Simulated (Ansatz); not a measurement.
## SnO₂ films: biaxial stress and wafer bow

Plane-wave DFT in Ansatz, r2SCAN, scalar-relativistic PAW potentials, cutoff 500 eV, no spin-orbit coupling; no spin polarisation. SnO₂ in space group P4_2/mnm, strained equally along a and b of the conventional cell, with c and the atoms relaxed within the symmetry (a film with c along the normal). Stress is the in-plane mean, tension positive.

| strain (%) | stress (GPa) | E − E(0) (meV/atom) |
| --- | --- | --- |
| -6.0 | -22.56 | 97.1 |
| -4.0 | -14.46 | 42.0 |
| -2.0 | ? | 10.1 |
| +0.0 | 0.00 | 0.0 |
| +2.0 | 5.97 | 9.3 |
| +4.0 | 10.84 | 35.3 |
| +6.0 | 14.47 | 74.6 |

Question: Fit the stress, get the biaxial modulus and predict the missing row.

Answer: A parabola through the given rows is σ = 0.07 + 3.112 ε -0.1146 ε² GPa (ε in %), so M = dσ/dε = 311 GPa at zero. It predicts -6.61 GPa at -2.0 %; the run gave -6.88 GPa. The miss is 0.27 GPa, so the fit holds. The negative square term means that the film is stiffer in compression than in tension. The energies check it: E/V = Mε² at small strain, and a cubic fit with V = 12.09 Å³/atom gives M = 316 GPa, in agreement.

Question: How much does a 20 nm film at +0.5 % strain bow a 300 mm Si(001) wafer 775 μm thick?

Answer: The fit, without its small constant, gives σ = 1.53 GPa. Stoney's formula, κ = 6σt_f/(M_s t_s²) with M_s = 180.5 GPa for Si(001) (literature), gives |κ| = 1.69×10⁻³ m⁻¹ and a bow κr²/2 = 19.1 μm at r = 150 mm, with the film side concave (tension pulls the edges up). This assumes a single-crystal or fully textured, unrelaxed film at 0 K.

Cost: about 13 core-minutes for the runs cited, on Intel Xeon Processor @ 2.50GHz (Skylake/Cascade Lake) (shared hosts).

The film resists compression more strongly than tension: at every matched pair of strains, both the stress and the energy cost are larger on the compressive side. This is the usual anharmonicity of a polar-covalent oxide. Shortening Sn–O contacts runs into steep short-range repulsion, while stretching them moves towards the softer side of the bonding potential. Free relaxation along c relieves part of the load, so the biaxial modulus describes in-plane stretching with a stress-free surface, not a fully clamped crystal.

At the strain used for the wafer, the response is still nearly linear. The bow therefore depends mainly on the modulus and the retained mismatch strain, and the asymmetry matters little; a compressive film would bend the wafer the other way. The strongly compressed end is less secure as a guide to real films, because rutile SnO₂ is known to distort to the orthorhombic CaCl₂-type structure under pressure, and the imposed tetragonal symmetry excludes that route to lower stress.
